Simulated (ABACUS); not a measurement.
Crystal: FeO.

```xyz
2
Lattice="-1.6021 1.6021 2.0834 1.6021 -1.6021 2.0834 1.6021 1.6021 -2.0834" Properties=species:S:1:pos:R:3 pbc="T T T"
Fe    0.0000    0.0000    0.0000
O     0.0000    0.0000    2.0834
```

The cell comes from a database or a generator and needn't be the stable form of this composition.

- Program: ABACUS 3.10.1
- Task: single point
- Functional: PBE
- Potentials or basis: PseudoDojo NC SR 0.4.1 PBE standard
- Cutoff: 1225 eV
- Density cutoff: 4898 eV
- Basis: plane waves
- k mesh: 12 × 12 × 12
- Occupations: fermi-dirac, width 0.05 eV
- Spin: collinear spin, ferromagnetic start
- Starting moments: [3.0, 0.0] μB

On this cell: pressure -9.3 GPa; largest force under 0.003 eV/Å; net moment 4.00 μB per cell; band gap on the k mesh none (metal or under the smearing width).

The same run follows on a disturbed copy (atoms moved at random, drawn with an rms of 0.05 Å):

```
Fe O
1.0
    -1.60210    1.60210    2.08339
     1.60210   -1.60210    2.08339
     1.60210    1.60210   -2.08339
Fe O
1 1
Cartesian
  -0.0004 -0.0122 0.0163
  0.0234 0.0239 2.0687
```

Question: What does the disturbed cell give?

Answer: The energy (extrapolated to zero smearing) moves by +1.5 meV/atom; pressure -9.1 GPa; largest force 0.176 eV/Å; net moment 4.00 μB per cell; band gap on the k mesh none (metal or under the smearing width).

Forces on the atoms (eV/Å):
```
Fe   0.010  0.015 -0.175
O   -0.010 -0.015  0.175
```

Stress tensor (GPa, compression positive):
```
-10.85   0.12   0.04
  0.12 -10.87   0.07
  0.04   0.07  -5.65
```

Caveats: a cell with one magnetic atom can't hold antiferromagnetic order, which such compounds often take; semilocal functionals often make such compounds metallic where correlation or magnetic order opens a gap, which also shifts bond lengths.
